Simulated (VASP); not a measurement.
Here is a VASP 6.6.1 calculation.

The input INCAR:

```
PREC = Accurate ; ENCUT = 520
EDIFF = 1E-6 ; ISMEAR = -1
SIGMA = 0.02 ; LREAL = Auto
LASPH = T ; NELM = 100
ALGO = Fast ; ISIF = 2
LWAVE = F ; LCHARG = F
GGA = PS ; NBANDS = 94
```

Contents of KPOINTS:

```
Automatic mesh
0
Gamma
  1 1 1
```

File POSCAR:

```
PbS
1.0
    0.0000000000     -6.0087500600     -6.0123615800
    0.0000000000     -6.0087500600      6.0123615800
  -11.2982770800      0.0000000000      0.0000000000
Pb S
8 8
Direct
    0.3729504182      0.3775733937      0.3736106815
    0.3757335917      0.8728881557      0.3767932907
    0.8789617563      0.3808366917      0.3734993371
    0.8732054435      0.8824873204      0.3788827243
    0.1211158384      0.1320815795      0.6224087930
    0.1228677899      0.6319828787      0.6238017487
    0.6307326647      0.1284160692      0.6239406194
    0.6203527611      0.6254424417      0.6254082769
    0.1140641343      0.1306078832      0.3922263517
    0.1155643797      0.6313991243      0.3984267661
    0.6208562124      0.1312028606      0.3952012301
    0.6139057271      0.6183773477      0.4074690298
    0.3573454894      0.3718715618      0.5989882309
    0.3665538038      0.8783551915      0.5993678463
    0.8627849455      0.3815988157      0.6059181370
    0.8678398235      0.8867192603      0.6060992266
```

Potentials or basis: VASP PAW PBE potentials, release 64 (Pb_d, S).

Launch:

```sh
$ cat potpaw_PBE.64/Pb_d/POTCAR potpaw_PBE.64/S/POTCAR > POTCAR
$ mpirun -np 1 vasp_gam > vasp.out
```

What does it give for the largest force?

0.882 eV/Å.

What does it give for the band gap on the k mesh?

2.05 eV.

Forces in eV/Å, atoms in the order of the input:
```
Pb   0.120 -0.030 -0.150
Pb   0.333 -0.158 -0.048
Pb  -0.239  0.033 -0.072
Pb   0.139 -0.132 -0.040
Pb  -0.014 -0.109 -0.090
Pb  -0.223 -0.048 -0.177
Pb   0.025 -0.045  0.057
Pb  -0.873 -0.106 -0.065
S   -0.577  0.173  0.056
S   -0.387  0.101  0.109
S   -0.597  0.111  0.138
S    0.312 -0.040  0.160
S    0.410 -0.071  0.105
S    0.244  0.023  0.164
S    0.806 -0.024 -0.114
S    0.521  0.322 -0.034
```

Caveat: the PAW data sets were made with another functional, which shifts forces and pressure a little; spin-orbit coupling is left out, which as a rule narrows the gap of such compounds by several tenths of an eV.
